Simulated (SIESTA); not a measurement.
The system is ZnS.

```
CELL_PARAMETERS angstrom
0.00000 2.70200 2.70200
2.70200 0.00000 2.70200
2.70200 2.70200 0.00000
ATOMIC_POSITIONS crystal
Zn 0.75000 0.75000 0.75000
S 0.00000 0.00000 0.00000
```

Base run:

- Program: SIESTA 5.4.2
- Functional: PBE
- Potentials or basis: PseudoDojo 0.4 standard (PBE files)
- Basis: TZP (energy shift 0.002 Ry)
- Grid cutoff: 800 Ry
- Energy shift: 0.002 Ry
- k mesh: 9 × 9 × 9
- Occupations: fermi-dirac, width 0.05 eV
- Spin: no spin polarisation

Its results: band gap on the k mesh 2.50 eV, direct; pressure 3.3 GPa.

Q: The run is repeated on the same cell with these changes: basis from TZP (energy shift 0.002 Ry) to TZP (energy shift 0.01 Ry); energy shift from 0.002 Ry to 0.01 Ry. What comes out?

A: Band gap on the k mesh 2.33 eV, direct; pressure -0.3 GPa.

Caveats: semicore shells carry a single zeta, which can move pressures by several GPa and volumes by a few percent; the valence orbitals were made in a potential fitted to the semicore shell under them, which widens gaps by tenths of an eV or more; the basis of atomic orbitals isn't converged, which shifts pressures, moduli and gaps.

Not every run made on this cell is shown here.
